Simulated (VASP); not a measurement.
Here is a VASP 6.6.1 calculation.

File INCAR:

```
SYSTEM = Ge
PREC     = Accurate       ! precision mode
ENCUT    = 600            ! plane-wave cutoff, eV
EDIFF    = 1E-6           ! SCF threshold, eV
ISMEAR   = 0              ! smearing method
SIGMA    = 0.03           ! smearing width, eV
LREAL    = .FALSE.        ! projectors in reciprocal space
LASPH    = .TRUE.         ! aspherical terms in the spheres
NELM     = 80             ! most SCF steps
ALGO     = Normal         ! electronic algorithm
ISIF     = 3              ! what is computed and relaxed
LWAVE    = .FALSE.        ! write WAVECAR
LCHARG   = .FALSE.        ! write CHGCAR
GGA      = PS             ! functional
IBRION   = 2              ! ionic algorithm
NSW      = 90             ! ionic steps
EDIFFG   = -0.01          ! ionic threshold
```

The input KPOINTS:

```
regular mesh
0
G
  12 12 5
  0 0 0
```

File POSCAR:

```
Ge
1.0
    3.9975858431      0.0000000000      0.0000000000
   -1.9987929216      3.4620108940      0.0000000000
    0.0000000000      0.0000000000      6.5993779500
Ge
4
Direct
    0.6666666700      0.3333333300      0.0629012500
    0.3333333300      0.6666666700      0.5629012500
    0.6666666700      0.3333333300      0.4370987500
    0.3333333300      0.6666666700      0.9370987500
```

Potentials or basis: VASP PAW PBE potentials, release 64 (Ge_d).

Launch:

```bash
$ cat potpaw_PBE.64/Ge_d/POTCAR > POTCAR
$ mpirun -np 1 vasp_std > vasp.out
```

**Question.** What does it give for the relaxed volume?

**Answer.** 22.81 Å³/atom.

**Question.** What does it give for the band gap on the k mesh?

**Answer.** 0.02 eV, indirect (least direct gap 0.12 eV).

Final structure:
```yaml
crystal:
  lattice:
    - [3.99645, 0.00000, 0.00000]
    - [-1.99822, 3.46102, 0.00000]
    - [0.00000, 0.00000, 6.59638]
  atoms:
    - { symbol: Ge, position: [0.66667, 0.33333, 0.06291] }
    - { symbol: Ge, position: [0.33333, 0.66667, 0.56291] }
    - { symbol: Ge, position: [0.66667, 0.33333, 0.43709] }
    - { symbol: Ge, position: [0.33333, 0.66667, 0.93709] }
```

Caveat: the PAW data sets were made with another functional, which shifts forces and pressure a little; an odd mesh through Γ misses points on the zone boundary, where band edges often lie.
